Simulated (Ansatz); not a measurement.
## Al₂O₃ — ¹⁷O NMR of the central transition

Cell: a Materials Project structure (computed, not necessarily an observed phase), ions relaxed with PBE at fixed cell.

```
Al O
1.0
     2.40251    1.38709    4.37208
    -2.40251    1.38709    4.37208
     0.00000   -2.77418    4.37208
Al O
4 6
Direct
  0.64790 0.64790 0.64790
  0.85210 0.85210 0.85210
  0.14790 0.14790 0.14790
  0.35210 0.35210 0.35210
  0.44385 0.05615 0.75000
  0.94385 0.25000 0.55615
  0.05615 0.75000 0.44385
  0.75000 0.44385 0.05615
  0.25000 0.55615 0.94385
  0.55615 0.94385 0.25000
```

Sites (sets of like atoms) are named by element and the number of their first atom in this list.

Computed with Ansatz: DFT, r2SCAN, plane waves and PAW, scalar-relativistic, 500 eV cutoff, Γ-centred 8×8×8 k-points, Fermi–Dirac smearing 0.02 eV.

¹⁷O has I = 5/2 and Q = -25.58 mb (Pyykkö 2018); at 7.05 T its Larmor frequency is ν₀ = 40.7 MHz. Only the quadrupole interaction is simulated: positions count from each site's isotropic chemical shift, and J coupling is left out, as are shift anisotropy and dipolar coupling, which fast spinning averages.

**Question.** Simulate the second-order pattern (fast magic-angle spinning, Gaussian broadening 0.1 kHz) of site O (4 Al at 1.87–1.99 Å; also 2 Al at 3.25 Å).

**Answer.** The calculation gives C_Q = 2.46 MHz and η = 0.52, so ν_Q = 0.370 MHz and the centre of gravity lies at -23.9 ppm (-0.975 kHz).

offset (kHz), height and a bar:
```
   -2.463          0 
   -2.398          1 
   -2.333          5 #
   -2.268          8 ##
   -2.203          9 ###
   -2.138          9 ###
   -2.073          9 ###
   -2.008         10 ###
   -1.943         11 ###
   -1.878         17 #####
   -1.813         27 ########
   -1.748         31 #########
   -1.683         32 ##########
   -1.618         34 ##########
   -1.553         37 ###########
   -1.488         40 ############
   -1.423         45 ##############
   -1.358         59 ##################
   -1.293         93 ############################
   -1.228        100 ##############################
   -1.163         82 #########################
   -1.098         74 ######################
   -1.033         72 #####################
   -0.968         72 #####################
   -0.903         74 ######################
   -0.838         81 ########################
   -0.773         95 ############################
   -0.708         95 ############################
   -0.643         78 #######################
   -0.578         67 ####################
   -0.513         60 ##################
   -0.448         55 #################
   -0.383         52 ###############
   -0.318         48 ###############
   -0.253         46 ##############
   -0.188         43 #############
   -0.123         36 ###########
   -0.058         15 ####
    0.007          2 
    0.072          0
```

At this cell the r2SCAN pressure is -7 GPa, so with r2SCAN the cell would shrink if it were relaxed. The entry's cell may itself be off.

The run took 11 s of wall time (37 s of CPU time) and 0.78 GiB at its peak, on 4 threads of Intel Xeon Platinum 8259CL CPU @ 2.50GHz (Skylake/Cascade Lake) (x86_64; 32 cores open to the job, memory cap 10.0 GiB, no GPU), a shared host with a load of 0.6 a core.
